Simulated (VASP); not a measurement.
A run of VASP 6.6.1 is set up as follows.

File INCAR:

```
SYSTEM = InSe
PREC = Accurate ; ENCUT = 520
EDIFF = 1E-7 ; ISMEAR = 0
SIGMA = 0.02 ; LREAL = .FALSE.
LASPH = .TRUE. ; NELM = 100
ALGO = Fast ; ISIF = 2
LWAVE = .FALSE. ; LCHARG = .FALSE.
LDIPOL = .TRUE. ; IDIPOL = 3
DIPOL = 0.5 0.5 0.500 ; GGA = PE
IVDW = 12 ; NBANDS = 27
```

File KPOINTS:

```
Automatic mesh
0
G
  9 9 1
  0 0 0
```

Contents of POSCAR:

```
InSe
1.0
    4.0267050886      0.0000000000      0.0000000000
   -2.0133525443      3.4872289003      0.0000000000
    0.0000000000      0.0000000000     36.7193937229
Se In
2 2
Direct
    0.0000000000      0.0000000000      0.4266543160
    0.0000000000      0.0000000000      0.5733186981
    0.6666666667      0.3333333333      0.4619335473
    0.6666666667      0.3333333333      0.5380395288
```

Potentials or basis: VASP PAW PBE potentials, release 64 (Se, In_d).

Run with:

```sh
$ cat potpaw_PBE.64/Se/POTCAR potpaw_PBE.64/In_d/POTCAR > POTCAR
$ mpirun -np 1 vasp_std > vasp.out
```

What does it give for the band gap on the k mesh?

1.62 eV, indirect (least direct gap 1.69 eV).

Estimate the dispersion energy per atom.

-0.221 eV.

Estimate the largest force.

0.015 eV/Å.

Forces on the atoms (eV/Å):
```
Se   0.000  0.000 -0.015
Se   0.000  0.000  0.015
In   0.000  0.000  0.013
In   0.000  0.000 -0.013
```

Caveat: spin-orbit coupling is left out, which moves the levels of the heavy elements. Expect the measured gap to be larger: semilocal functionals such as PBE lack the derivative discontinuity.
